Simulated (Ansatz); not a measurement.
Structures of TiCo2: which is lowest?

Plane-wave DFT in Ansatz with scalar-relativistic PAW potentials, cutoff 500 eV, Γ-centred meshes chosen by cell and gap, Gaussian smearing with energies taken to zero width. Every cell was relaxed (cell and atoms) in a run of its own, within the symmetry of its start. Functional: r2SCAN.

Relaxed structures (starts from databases or built by putting these elements on another compound's sites):
A. Fd-3m, 6 atoms in the computed cell, a = 6.687 Å; sites (symmetry × multiplicity) Ti -43m × 8, Co .-3m × 16; start: database
B. P6_3/mmc, 24 atoms in the computed cell, a = 4.732 Å, c = 15.404 Å; sites (symmetry × multiplicity) Ti 3m. × 4 + 3m. × 4, Co .2/m. × 6 + 3m. × 4 + mm2 × 6; start: database

Problem. Rank them by energy. Could pressure change the order?

Solution.
```csv
structure,group,E − E(lowest) (meV/atom),V (Å³/atom),gap on mesh (eV)
A,Fd-3m,0.0,12.46,0.00
B,P6_3/mmc,2.0,12.45,0.00
```

A and B are level within the 5 meV/atom that separate runs leave open. The two lowest differ in volume by under 3 %, too little for a first-order estimate of what pressure does to that pair (other pairs aren't weighed here). Other structures may lie lower than all of these, and vibrations aren't counted.

The state reached may not be the lowest one. Magnetic cells started from one order each; another order can shift an energy by tens of meV per atom.